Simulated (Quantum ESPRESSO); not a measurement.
Crystal: Ge.

```
CELL_PARAMETERS angstrom
0.00000 2.94525 2.81127
2.94525 0.00000 2.81127
2.94525 2.94525 0.00000
ATOMIC_POSITIONS crystal
Ge 0.00000 0.00000 0.00000
Ge 0.25000 0.25000 0.25000
```

This isn't the form of Ge at room conditions, which is diamond.

A run of Quantum ESPRESSO 7.5 on this cell left the log below. Logs are shortened: lines on timing, memory, paths and dates and some standing lists are left out, and cuts for length are marked.

```text
This program is part of the open-source Quantum ESPRESSO suite
     for quantum simulation of materials; please cite
[... 9 lines left out ...]
     --------------------
     sticks:   dense  smooth     PW     G-vecs:    dense   smooth      PW
     Sum        1291    1291    377                30637    30637    4873

     Using Slab Decomposition

     bravais-lattice index     =            0
     lattice parameter (alat)  =       7.6942  a.u.
     unit-cell volume          =     329.1346 (a.u.)^3
     number of atoms/cell      =            2
     number of atomic types    =            1
     number of electrons       =        28.00
     number of Kohn-Sham states=           21
     kinetic-energy cutoff     =      78.0000  Ry
     charge density cutoff     =     312.0000  Ry
     scf convergence threshold =      4.0E-10
     mixing beta               =       0.5000
     number of iterations used =            8  plain     mixing
     Exchange-correlation= PBE
                           (   1   4   3   4   0   0   0)

     celldm(1)=   7.694165  celldm(2)=   0.000000  celldm(3)=   0.000000
     celldm(4)=   0.000000  celldm(5)=   0.000000  celldm(6)=   0.000000

     crystal axes: (cart. coord. in units of alat)
               a(1) = (   0.000000   0.723368   0.690462 )
               a(2) = (   0.723368   0.000000   0.690462 )
               a(3) = (   0.723368   0.723368   0.000000 )

     reciprocal axes: (cart. coord. in units 2 pi/alat)
               b(1) = ( -0.691211  0.691211  0.724153 )
               b(2) = (  0.691211 -0.691211  0.724153 )
               b(3) = (  0.691211  0.691211 -0.724153 )

     PseudoPot. # 1 for Ge read from file:
     Ge.upf
     Pseudo is Norm-conserving + core correction, Zval = 14.0
     Generated using ONCVPSP code by D. R. Hamann
     Using radial grid of 1560 points,  6 beta functions with:
                l(1) =   0
                l(2) =   0
                l(3) =   1
                l(4) =   1
                l(5) =   2
                l(6) =   2

     atomic species   valence    mass     pseudopotential
     Ge               14.00    72.63000     Ge( 1.00)

     16 Sym. Ops., with inversion, found ( 8 have fractional translation)

   Cartesian axes

     site n.     atom                  positions (alat units)
         1        Ge     tau(   1) = (   0.0000000   0.0000000   0.0000000  )
         2        Ge     tau(   2) = (   0.3616842   0.3616842   0.3452311  )

     number of k points=   102  Gaussian smearing, width (Ry)=  0.0007

     Number of k-points >= 100: set verbosity='high' to print them.

     Dense  grid:    30637 G-vectors     FFT dimensions: (  48,  48,  48)

     Initial potential from superposition of free atoms

     starting charge      27.9984, renormalised to      28.0000
     Starting wfcs are   18 randomized atomic wfcs +    3 random wfcs

     Self-consistent Calculation

     iteration #  1     ecut=    78.00 Ry     beta= 0.50
     Davidson diagonalization with overlap
     ethr =  1.00E-02,  avg # of iterations =  5.2

     Threshold (ethr) on eigenvalues was too large:
     Diagonalizing with lowered threshold

     Davidson diagonalization with overlap
     ethr =  1.06E-04,  avg # of iterations =  3.6

     total energy              =    -357.28407362 Ry
     estimated scf accuracy    <       0.03007751 Ry

     iteration #  2     ecut=    78.00 Ry     beta= 0.50
     Davidson diagonalization with overlap
     ethr =  1.07E-04,  avg # of iterations =  1.0

     total energy              =    -357.28383309 Ry
     estimated scf accuracy    <       0.00596978 Ry

     iteration #  3     ecut=    78.00 Ry     beta= 0.50
     Davidson diagonalization with overlap
     ethr =  2.13E-05,  avg # of iterations =  1.8

     total energy              =    -357.28412240 Ry
     estimated scf accuracy    <       0.00007764 Ry

     iteration #  4     ecut=    78.00 Ry     beta= 0.50
     Davidson diagonalization with overlap
     ethr =  2.77E-07,  avg # of iterations =  4.9

     total energy              =    -357.28413767 Ry
     estimated scf accuracy    <       0.00000604 Ry

     iteration #  5     ecut=    78.00 Ry     beta= 0.50
     Davidson diagonalization with overlap
     ethr =  2.16E-08,  avg # of iterations =  1.2

     total energy              =    -357.28413783 Ry
     estimated scf accuracy    <       0.00000062 Ry

     iteration #  6     ecut=    78.00 Ry     beta= 0.50
     Davidson diagonalization with overlap
     ethr =  2.22E-09,  avg # of iterations =  2.0

     total energy              =    -357.28413809 Ry
     estimated scf accuracy    <       0.00000017 Ry

     iteration #  7     ecut=    78.00 Ry     beta= 0.50
     Davidson diagonalization with overlap
     ethr =  6.11E-10,  avg # of iterations =  2.0

     total energy              =    -357.28413812 Ry
     estimated scf accuracy    <          2.3E-09 Ry

     iteration #  8     ecut=    78.00 Ry     beta= 0.50
     Davidson diagonalization with overlap
     ethr =  8.29E-12,  avg # of iterations =  2.3

     total energy              =    -357.28413812 Ry
     estimated scf accuracy    <          9.2E-10 Ry

     iteration #  9     ecut=    78.00 Ry     beta= 0.50
     Davidson diagonalization with overlap
     ethr =  3.27E-12,  avg # of iterations =  2.0

     End of self-consistent calculation

     Number of k-points >= 100: set verbosity='high' to print the bands.

     the Fermi energy is     8.4545 ev

!    total energy              =    -357.28413812 Ry
     estimated scf accuracy    <          2.7E-11 Ry
     smearing contrib. (-TS)   =      -0.00000054 Ry
     internal energy E=F+TS    =    -357.28413758 Ry

     The total energy is F=E-TS. E is the sum of the following terms:
     one-electron contribution =    -190.92651135 Ry
     hartree contribution      =     113.61653167 Ry
     xc contribution           =     -87.24415741 Ry
     ewald contribution        =    -192.73000049 Ry

     convergence has been achieved in   9 iterations

     Forces acting on atoms (cartesian axes, Ry/au):

     atom    1 type  1   force =     0.00000000    0.00000000    0.00000000
     atom    2 type  1   force =     0.00000000    0.00000000    0.00000000

     Total force =     0.000000     Total SCF correction =     0.000000

     Computing stress (Cartesian axis) and pressure

          total   stress  (Ry/bohr**3)                   (kbar)     P=      -11.12
  -0.00014018  -0.00000000   0.00000000          -20.62       -0.00        0.00
  -0.00000000  -0.00014018  -0.00000000           -0.00      -20.62       -0.00
   0.00000000   0.00000000   0.00005366            0.00        0.00        7.89

=------------------------------------------------------------------------------=
   JOB DONE.
=------------------------------------------------------------------------------=
```

Question: What input gives this log?

Answer: Single point with PBE, no spin polarisation. The files as run (others can give the same):

pw.in
```
&CONTROL
  calculation = 'scf'
  prefix = 'pwscf'
  outdir = './tmp'
  pseudo_dir = './pseudo'
  tprnfor = .true.
  tstress = .true.
  disk_io = 'nowf'
/
&SYSTEM
  ibrav = 0
  nat = 2
  ntyp = 1
  ecutwfc = 78
  nbnd = 21
  occupations = 'smearing'
  smearing = 'gaussian'
  degauss = 0.00073499
/
&ELECTRONS
  conv_thr = 4d-10
  electron_maxstep = 120
  mixing_beta = 0.5
/
ATOMIC_SPECIES
Ge    72.6300 Ge.upf
CELL_PARAMETERS angstrom
   0.0000000000    2.9452500000    2.8112700000
   2.9452500000    0.0000000000    2.8112700000
   2.9452500000    2.9452500000    0.0000000000
ATOMIC_POSITIONS crystal
Ge     0.0000000000    0.0000000000    0.0000000000
Ge     0.2500000000    0.2500000000    0.2500000000
K_POINTS automatic
10 10 10 0 0 0
```

Potentials or basis: PseudoDojo 0.4.1 SR PBE standard.
Command:
```bash
$ OMP_NUM_THREADS=1 pw.x -in pw.in > pw.out
```
